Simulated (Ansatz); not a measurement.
# Pb (C2/m) in Ansatz: notebook

The runs below take Pb through single point, equation of state, with LDA.

All numbers are computed with Ansatz 0.2.0; they aren't measurements. Logs are shortened: lines on timing, memory, paths and dates and some standing lists are left out, and cuts for length are marked.

## 1. Starting point

It takes space group C2/m (No. 12, monoclinic). The conventional cell has a = 6.077 Å, b = 3.501 Å, c = 6.452 Å, α = 90.00°, β = 109.14°, γ = 90.00°. Pb (site symmetry m) has 10 Pb at 3.34 to 3.51 Å as nearest neighbours.

This isn't the form of Pb at room conditions, which is fcc.

## 2. Single point, LDA, 30.47 Å³/atom (volume scaled by 0.94)

input.yaml

```yaml
crystal:
  lattice:
    - [2.9765770244, -1.7145891186, 0.0]
    - [2.9765770244, 1.7145891186, 0.0]
    - [-2.0722778132, 0.0, 5.9707976096]
  atoms:
    - { symbol: Pb, position: [0.90850841, 0.90850841, 0.7262922] }
    - { symbol: Pb, position: [0.09149159, 0.09149159, 0.2737078] }
hamiltonian:
  xc: lda
  pseudopotentials: { kind: paw }
kpoints:
  mp_grid: { grid: [9, 9, 5] }
scf:
  occupations: { method: fermi_dirac, width: 0.05 }
output:
  forces: true
  stress: true
  eigenvalues: true
```

Potentials or basis: Ansatz PAW.

Run with:

```bash
> ansatz run input.yaml --threads 2 --pin off --max-ram 5632MiB --backend cpu --events-out ev --progress --plain --runs-dir out
```

Log:

```text
Warning: RAYON_NUM_THREADS=2 ignored (pool sized by the plan → 2); use --threads N
Engine: ansatz 0.2.0, aarch64-unknown-linux-gnu
Pseudopotentials: kind: paw
Pseudopotential: Pb, paw, valence charge 14, recommended cutoff 420 eV (normal), Pb.paw.azcp
Functional definition: SPW92
  exchange = slater_x
  correlation = pw_c
Crystal: 2 atoms, lattice volume = 60.945 Å³
Basis set: ecut = 420 eV, 1195 PW (Γ)
Bands: 18, of which v1, the nominal top of the filled ones, is band 14 counted from 1 (13 counted from 0)
Symmetry: 4 space group operations
Space group: C2/m (ITA 12), of the structure as read, at distance tolerance 3.9e-5 Å
k-points: 115 of 405
Non-local potential: Pb, projectors of the file, l = 0: 2, l = 1: 2, l = 2: 2, l = 3: 2
PAW form: soft (Blöchl's): semilocal exchange-correlation on the pseudo side does not see the compensation charge
PAW frozen core: Pb, regenerated for the run's functional, and the local potential with it (the file was generated under x = pbe(κ = 0.804, μ = 0.2195149727645171), c = pbe(β = 0.06672455060314922))
PAW one-centre angular grid: Pb, 590 points (default); XC on 64 Gauss nodes
Initial density: superposition of atomic densities (neutral atoms: chi_scale 0, normalization atom), corrected by the library's trained network
Initial wavefunctions: pseudopotential atomic-orbital guess
Functional: x = slater, c = lda
SCF iter   1: F=—  HF=-23204.596514 eV  |F-HF|=—  |Δ(HF+E_count)|=         —  Δρ=4.60e-3  dr2=7.41e-3  ethr=1.77e-3  ⟨swp⟩=6.3  Hψ=10410  notcnv=0
preconditioner: auto → Kerker (q_TF=auto, 2.397 Å⁻¹)  [metal: Δε(μ)=0.010 eV  Ē_g=16.837 eV  σ=0.050 eV  W_gap=0.05  n_scr=16 (ndim 8)  ℏωp=25.2 eV  f_vac=0.000  D(μ)=0.95/eV (n_scr^D=2)]
SCF iter   2: F=—  HF=-23204.592730 eV  |F-HF|=—  |Δ(HF+E_count)|=   3.78e-3  Δρ=2.62e-3  dr2=2.53e-3  ethr=2.65e-5  ⟨swp⟩=1.9  Hψ=3501  notcnv=0  defer=1
SCF iter   3: F=—  HF=-23204.591903 eV  |F-HF|=—  |Δ(HF+E_count)|=   8.27e-4  Δρ=5.12e-4  dr2=1.44e-4  ethr=9.03e-6  ⟨swp⟩=2.0  Hψ=3434  notcnv=0  defer=1
SCF iter   4: F=—  HF=-23204.591880 eV  |F-HF|=—  |Δ(HF+E_count)|=   2.33e-5  Δρ=2.25e-4  dr2=3.09e-5  ethr=5.16e-7  ⟨swp⟩=2.0  Hψ=3641  notcnv=0  defer=1
SCF iter   5: F=—  HF=-23204.591869 eV  |F-HF|=—  |Δ(HF+E_count)|=   1.05e-5  Δρ=8.90e-5  dr2=6.06e-6  ethr=1.10e-7  ⟨swp⟩=2.0  Hψ=3659  notcnv=0  defer=1
SCF iter   6: F=—  HF=-23204.591868 eV  |F-HF|=—  |Δ(HF+E_count)|=   1.44e-6  Δρ=3.04e-5  dr2=6.75e-7  ethr=2.16e-8  ⟨swp⟩=1.8  Hψ=2256  notcnv=0  defer=1
SCF iter   7: F=-23204.591867 eV  HF=-23204.591867 eV  |F-HF|=3.78e-8  |Δ(HF+E_count)|=   2.06e-7  Δρ=6.86e-6  dr2=4.40e-8  ethr=3.57e-10  ⟨swp⟩=4.4  Hψ=9544  notcnv=0
SCF 1 converged in 7 iterations: F = -23204.591867 eV  dr2 = 4.40e-8
SCF converged after 7 iterations
Free energy (F): -23204.591867 eV
Harris-Foulkes:  -23204.591867 eV  (|F-HF|=3.78e-8)
Internal energy: -23204.584219 eV  (E = F + TS)
E sigma→0 (E₀):  -23204.588043 eV
Entropy (-TS):   -0.007648 eV (-3.824 meV/atom)
Fermi energy:    10.444882 eV
--- Per-component energies (eV) ---
  E_band       = -85.262149
  E_kinetic    = 580.332228
  E_local      = -2106.118958  (includes V_loc(G=0)·N_el)
  E_nonlocal   = 707.355486
  E_hartree    = 837.448314
  E_xc         = -438.804596
  E_vxc        = -267.754588  (∫ρ·V_xc dr)
  E_paw        = -20205.497612  (= ΣΔE_a)
  E_vpaw       = -673.978333  (= ΣTr[D̂ρ^β])
  E_aug_tail   = 0.000091  (compensation charges beyond the density's cutoff)
  E_ewald      = -2579.143745
  E_core_change = -0.155427  (= ΣΔE_core)
  E_smearing   = -0.007648  (= −TS)
  E_closure    = -0.000000  (closes the sum)
  Σ components = -23204.591867   (vs F -23204.591867, Δ=0.00e0)
--- Forces (eV/Å), atoms counted from 1 ---
  atom   1  Pb     0.02877568    -0.00000000    -0.06228314
  atom   2  Pb    -0.02877568     0.00000000     0.06228314
  max |Σ_I F_I| component: 6.94e-18 eV/Å
--- Stress (GPa, compression-positive) ---
       -0.717417      -0.000000       0.027809
       -0.000000      -0.626171      -0.000000
        0.027809      -0.000000      -0.736060
  P = ⅓ Tr σ = -0.6932 GPa (-6.932 kbar)
--- Band table (eV; the first three rows and the last of 115) ---
  k-point 0: bands = ["-6.6232", "-6.4803", "-6.4789", "-6.4756", "-6.4740", "-6.4683", "-6.3140", "-6.3034", "-6.2622", "-6.2525", "-1.4423", "1.9337", "6.2001", "17.0101", "17.2608", "17.3172", "17.3517", "17.4751"]
  k-point 1: bands = ["-6.6370", "-6.4873", "-6.4832", "-6.4731", "-6.4694", "-6.4497", "-6.3420", "-6.3331", "-6.2286", "-6.2207", "-1.2894", "1.3472", "7.1866", "15.0317", "16.7476", "16.7705", "17.9749", "18.0804"]
  k-point 2: bands = ["-6.6545", "-6.4878", "-6.4841", "-6.4792", "-6.4755", "-6.4217", "-6.3653", "-6.3551", "-6.1984", "-6.1893", "-0.9004", "0.4479", "9.3131", "12.1616", "16.4066", "16.4512", "18.4246", "18.5771"]
  k-point 114: bands = ["-6.6149", "-6.5727", "-6.5192", "-6.4942", "-6.4215", "-6.3022", "-6.2688", "-6.2032", "-6.1767", "-6.1260", "2.1653", "3.8888", "6.8472", "8.2562", "10.6357", "12.1277", "13.4211", "14.3147"]
```

Run time: 3.2 s. Hardware: 2 threads of Arm Neoverse V1, shared host; peak memory 0.37 GiB.

Results:

| Item | Value |
| --- | --- |
| Free energy | -23204.5919 eV |
| Pressure | -0.7 GPa |
| Largest force | 0.069 eV/Å |
| Band gap on the k mesh | none (metal or under the smearing width) |

Caveat: the PAW data sets come from PBE, with cores solved anew for the run's functional, which leaves a small shift of forces and pressure.

## 3. Single point, LDA, 31.12 Å³/atom (volume scaled by 0.96)

input.yaml, as its differences from that of step 2:

```diff
@@ -2,5 +2,5 @@
   lattice:
-    - [2.9765770244, -1.7145891186, 0.0]
-    - [2.9765770244, 1.7145891186, 0.0]
-    - [-2.0722778132, 0.0, 5.9707976096]
+    - [2.997539525, -1.7266640877, 0.0]
+    - [2.997539525, 1.7266640877, 0.0]
+    - [-2.0868717998, 0.0, 6.0128468655]
   atoms:
```

Potentials or basis: Ansatz PAW.

Run with:

```bash
> ansatz run input.yaml --threads 2 --pin off --max-ram 5632MiB --backend cpu --events-out ev --progress --plain --runs-dir out
```

Run time: 3.3 s. Hardware: 2 threads of Arm Neoverse V1, shared host; peak memory 0.38 GiB.

The run converged. Its results:

| Quantity | Value |
| --- | --- |
| Free energy | -23204.5824 eV |
| Pressure | -1.6 GPa |
| Largest force | 0.107 eV/Å |
| Band gap on the k mesh | none (metal or under the smearing width) |

Caveat: the PAW data sets come from PBE, with cores solved anew for the run's functional, which leaves a small shift of forces and pressure.

## 4. Single point, LDA, 31.77 Å³/atom (volume scaled by 0.98)

input.yaml, as its differences from that of step 3:

```diff
@@ -2,5 +2,5 @@
   lattice:
-    - [2.997539525, -1.7266640877, 0.0]
-    - [2.997539525, 1.7266640877, 0.0]
-    - [-2.0868717998, 0.0, 6.0128468655]
+    - [3.0182128647, -1.7385724922, 0.0]
+    - [3.0182128647, 1.7385724922, 0.0]
+    - [-2.1012644739, 0.0, 6.0543160853]
   atoms:
@@ -19 +19,5 @@
   eigenvalues: true
+  write_density: true
+  write_potential: true
+  elf: true
+  volumetric_format: npy
```

Run with:

```bash
> ansatz run input.yaml --threads 2 --pin off --max-ram 5632MiB --backend cpu --events-out ev --progress --plain --runs-dir out
```

It took 4.6 s on 2 threads of Arm Neoverse V1, shared host; peak memory 0.38 GiB.

The run converged. Its results:

| Quantity | Value |
| --- | --- |
| Free energy | -23204.5658 eV |
| Pressure | -2.5 GPa |
| Largest force | 0.143 eV/Å |
| Band gap on the k mesh | none (metal or under the smearing width) |

Caveat: the PAW data sets come from PBE, with cores solved anew for the run's functional, which leaves a small shift of forces and pressure.

## 5. Single point, LDA, 32.42 Å³/atom

input.yaml, as its differences from that of step 4:

```diff
@@ -2,5 +2,5 @@
   lattice:
-    - [3.0182128647, -1.7385724922, 0.0]
-    - [3.0182128647, 1.7385724922, 0.0]
-    - [-2.1012644739, 0.0, 6.0543160853]
+    - [3.0386068135, -1.75031996, 0.0]
+    - [3.0386068135, 1.75031996, 0.0]
+    - [-2.1154626375, 0.0, 6.0952248674]
   atoms:
```

Run with:

```bash
> ansatz run input.yaml --threads 2 --pin off --max-ram 5632MiB --backend cpu --events-out ev --progress --plain --runs-dir out
```

It took 4.9 s on 2 threads of Arm Neoverse V1, shared host; peak memory 0.38 GiB.

Results (log left out):

```
Free energy            : -23204.5429 eV
Pressure               : -3.2 GPa
Largest force          : 0.177 eV/Å
Band gap on the k mesh : none (metal or under the smearing width)
```

Caveat: the PAW data sets come from PBE, with cores solved anew for the run's functional, which leaves a small shift of forces and pressure.

## 6. Single point, LDA, 33.07 Å³/atom (volume scaled by 1.02)

input.yaml

```yaml
crystal:
  lattice:
    - [3.0587306239, -1.7619118207, 0.0]
    - [3.0587306239, 1.7619118207, 0.0]
    - [-2.1294727321, 0.0, 6.1355917714]
  atoms:
    - { symbol: Pb, position: [0.90850841, 0.90850841, 0.7262922] }
    - { symbol: Pb, position: [0.09149159, 0.09149159, 0.2737078] }
hamiltonian:
  xc: lda
  pseudopotentials: { kind: paw }
kpoints:
  mp_grid: { grid: [9, 9, 5] }
scf:
  occupations: { method: fermi_dirac, width: 0.05 }
output:
  forces: true
  stress: true
  eigenvalues: true
```

Potentials or basis: Ansatz PAW.

Run with:

```bash
> ansatz run input.yaml --threads 2 --pin off --max-ram 5632MiB --backend cpu --events-out ev --progress --plain --runs-dir out
```

Wall time 3.6 s (2 threads of Arm Neoverse V1, shared host); peak memory 0.38 GiB.

The run converged. Its results:

```yaml
Free_energy: -23204.5145 eV
Pressure: -3.8 GPa
Largest_force: 0.208 eV/Å
Band_gap_on_the_k_mesh: none (metal or under the smearing width)
```

Caveat: the PAW data sets come from PBE, with cores solved anew for the run's functional, which leaves a small shift of forces and pressure.

## 7. Single point, LDA, 33.71 Å³/atom (volume scaled by 1.04)

input.yaml, as its differences from that of step 6:

```diff
@@ -2,5 +2,5 @@
   lattice:
-    - [3.0587306239, -1.7619118207, 0.0]
-    - [3.0587306239, 1.7619118207, 0.0]
-    - [-2.1294727321, 0.0, 6.1355917714]
+    - [3.0785930676, -1.7733531272, 0.0]
+    - [3.0785930676, 1.7733531272, 0.0]
+    - [-2.1433008646, 0.0, 6.1754343928]
   atoms:
@@ -19 +19,5 @@
   eigenvalues: true
+  write_density: true
+  write_potential: true
+  elf: true
+  volumetric_format: npy
```

Run with:

```bash
> ansatz run input.yaml --threads 2 --pin off --max-ram 5632MiB --backend cpu --events-out ev --progress --plain --runs-dir out
```

It took 4.9 s on 2 threads of Arm Neoverse V1, shared host; peak memory 0.39 GiB.

The run converged. Its results:

```yaml
Free_energy: -23204.4812 eV
Pressure: -4.4 GPa
Largest_force: 0.237 eV/Å
Band_gap_on_the_k_mesh: none (metal or under the smearing width)
```

Caveat: the PAW data sets come from PBE, with cores solved anew for the run's functional, which leaves a small shift of forces and pressure.

## 8. Single point, LDA, 34.36 Å³/atom (volume scaled by 1.06)

input.yaml, as its differences from that of step 7:

```diff
@@ -2,5 +2,5 @@
   lattice:
-    - [3.0785930676, -1.7733531272, 0.0]
-    - [3.0785930676, 1.7733531272, 0.0]
-    - [-2.1433008646, 0.0, 6.1754343928]
+    - [3.0982024693, -1.7846486746, 0.0]
+    - [3.0982024693, 1.7846486746, 0.0]
+    - [-2.1569528306, 0.0, 6.2147694303]
   atoms:
```

Run with:

```bash
> ansatz run input.yaml --threads 2 --pin off --max-ram 5632MiB --backend cpu --events-out ev --progress --plain --runs-dir out
```

Wall time 5 s (2 threads of Arm Neoverse V1, shared host); peak memory 0.39 GiB.

Results (log left out):

* Free energy: -23204.4436 eV
* Pressure: -4.9 GPa
* Largest force: 0.263 eV/Å
* Band gap on the k mesh: none (metal or under the smearing width)

Caveat: the PAW data sets come from PBE, with cores solved anew for the run's functional, which leaves a small shift of forces and pressure.

## 9. Equation of state, LDA

Potentials or basis: Ansatz PAW.

No new run: the results of the series are fitted here.

Results:

| Property | Result |
| --- | --- |
| Equilibrium volume | 30.04 Å³/atom (rough: see the caveat) |
| Bulk modulus at fixed shape and positions | 50 GPa (rough) |

Energy against volume, from the lowest point:
| volume (Å³/atom) | energy (meV/atom) |
| --- | --- |
| 30.473 | 0.00 |
| 31.121 | 4.74 |
| 31.769 | 13.04 |
| 32.418 | 24.48 |
| 33.066 | 38.69 |
| 33.714 | 55.33 |
| 34.363 | 74.11 |

Caveat: the minimum lies outside the volumes run; the cell was scaled at fixed shape and fractional positions, which overstates the stiffness of a crystal with free parameters, most of all of layers and chains. The run has no spin-orbit coupling, so splittings on Pb are missing.
